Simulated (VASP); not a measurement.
Runs of VASP 6.6.1 on GaN. Symmetry: P6_3/mmc, No. 194, hexagonal system. The conventional cell has a = 2.967 Å, b = 2.967 Å, c = 5.033 Å, α = 90.00°, β = 90.00°, γ = 120.00°. Ga (site symmetry -3m) is surrounded by 6 N at 2.13 Å. N (site symmetry -6m2) is surrounded by 6 Ga at 2.13 Å. The cell was built by a generator and needn't be a form met in nature.

```csv
task,level,cell,k mesh,cutoff (eV),smearing,exchange at q = 0,grid for exact exchange (PRECFOCK),gap on the mesh (eV),pressure (GPa)
dielectric tensor,PBE,"P6_3/mmc, 9.59 Å³/atom",9 × 9 × 4,520,gaussian 0.01 eV,-,-,(b),-
single point,HF,"P6_3/mmc, 9.59 Å³/atom",6 × 6 × 4,520,gaussian 0.01 eV,truncated,Normal,10.52,(a)
single point,PBE,"P6_3/mmc, 9.96 Å³/atom",12 × 12 × 6,520,fermi-dirac 0.02 eV,-,-,1.10,0.7
relaxation of cell and atoms,PBE,relaxed,12 × 12 × 6,600,fermi-dirac 0.02 eV,-,-,1.09,0.0
```

Alike in all rows: potentials or basis VASP PAW PBE potentials, release 64 (Ga_d, N); no spin polarisation.

Q: Fill in the values left out.

A: (a) -2.1; (b) 1.33.

Caveats: an odd mesh through Γ misses points on the zone boundary, where band edges often lie (some runs); the PAW data sets were made with another functional, which shifts forces and pressure a little (some runs); the volume moved by over 15 % at a fixed basis, so the end points are rough (some runs).

A k mesh can miss the band edges, and the runs leave out spin-orbit coupling on Ga.
